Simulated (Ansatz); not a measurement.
# A computed series for CoPt: pressure series

The parent structure is CoPt (space group P4/mmm, No. 123; a = 2.695 Å, c = 3.724 Å; ferromagnetic).

Cell and atoms are relaxed at each pressure.

Calculations: plane-wave PAW DFT at the PBE level (Ansatz, a program for electronic structure, 420 eV), without spin-orbit coupling.

Two rows of this table had their results exchanged by mistake.

```json
[
 {"pressure": "pressure −2 GPa", "volume per atom (Å³)": "13.65", "shortest distance (Å)": "2.673", "band gap": "zero"},
 {"pressure": "pressure −1 GPa", "volume per atom (Å³)": "13.59", "shortest distance (Å)": "2.669", "band gap": "zero"},
 {"pressure": "pressure 0.9 GPa", "volume per atom (Å³)": "12.75", "shortest distance (Å)": "2.610", "band gap": "zero"},
 {"pressure": "pressure 2.1 GPa", "volume per atom (Å³)": "13.40", "shortest distance (Å)": "2.656", "band gap": "zero"},
 {"pressure": "pressure 4.5 GPa", "volume per atom (Å³)": "13.26", "shortest distance (Å)": "2.646", "band gap": "zero"},
 {"pressure": "pressure 9 GPa", "volume per atom (Å³)": "13.03", "shortest distance (Å)": "2.630", "band gap": "zero"},
 {"pressure": "pressure 15 GPa", "volume per atom (Å³)": "13.47", "shortest distance (Å)": "2.661", "band gap": "zero"},
 {"pressure": "pressure 22.5 GPa", "volume per atom (Å³)": "12.44", "shortest distance (Å)": "2.588", "band gap": "zero"},
 {"pressure": "pressure 30 GPa", "volume per atom (Å³)": "12.17", "shortest distance (Å)": "2.568", "band gap": "zero"}
]
```

Which two?

The rows for pressure 0.9 GPa and pressure 15 GPa: the volume has to fall steadily with pressure, so 13.47 Å³ belongs to pressure 0.9 GPa and 12.75 Å³ to pressure 15 GPa.

Other magnetic orders, which the real material may have, were not ruled out. Load acts through the strain it causes; cell and atoms are relaxed under it. Stability against distortions was not tested. No other phases were tried under pressure.
